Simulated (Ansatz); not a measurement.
# LiCl: experiment and calculation

**Experimental background.**

From a printed reference work, data compilation, for a bulk crystal of LiCl at 298.15 K: lattice constant a 5.13988 Å.

How close the calculation comes is told below.

All numbers below come from DFT r2SCAN, scalar-relativistic, plane waves, PAW (Ansatz 0.2.0).

Settings: cutoff 500 eV, Γ-centred mesh 8×8×8 on the computed 2-atom cell, Gaussian smearing of 0.02 eV; no spin polarisation.

Relaxed structure, symmetry kept:

```cif
data_structure
_symmetry_space_group_name_H-M 'Fm-3m'
_symmetry_Int_Tables_number 225
_cell_length_a 5.1124
_cell_length_b 5.1124
_cell_length_c 5.1124
_cell_angle_alpha 90.000
_cell_angle_beta 90.000
_cell_angle_gamma 90.000
_cell_volume 133.62
loop_
_atom_site_label
_atom_site_type_symbol
_atom_site_symmetry_multiplicity
_atom_site_Wyckoff_symbol
_atom_site_fract_x
_atom_site_fract_y
_atom_site_fract_z
_atom_site_occupancy
Li1 Li 4 a 0.00000 0.00000 0.00000 1
Cl1 Cl 4 b 0.50000 0.00000 0.00000 1
```

```
Space group                                                                                                                                 : Fm-3m (No. 225)
Volume per atom                                                                                                                             : 16.70 Å³
Formation energy from the elements' standard states (uncorrected)                                                                           : -2.071 eV/atom
Generalised Kohn–Sham band gap                                                                                                              : 7.29 eV, indirect from (-0.062, 0.000, 0.062) to Γ
Löwdin character of the top 1 eV of the valence band                                                                                        : Cl 3p 99 %
Electron masses at the edge by Cartesian direction of the standard setting (m_e; degenerate bands sorted by energy; no spin-orbit coupling) : x: 0.47; y: 0.47; z: 0.47
Hole masses at the edge by Cartesian direction of the standard setting (m_e; degenerate bands sorted by energy; no spin-orbit coupling)     : x: 1.2; y: 1.9; z: 1.2
Bulk modulus                                                                                                                                : 35 GPa
Its pressure derivative                                                                                                                     : 4.4
Bader charges (e)                                                                                                                           : Li (1 in the cell) 0.91, Cl (1 in the cell) -0.91
```

Against the measured lattice constant a of LiCl, 5.13988 Å (298.15 K; a printed reference work, data compilation), the calculated 5.112 Å is off by -0.5 %. The calculation is for 0 K without zero-point motion.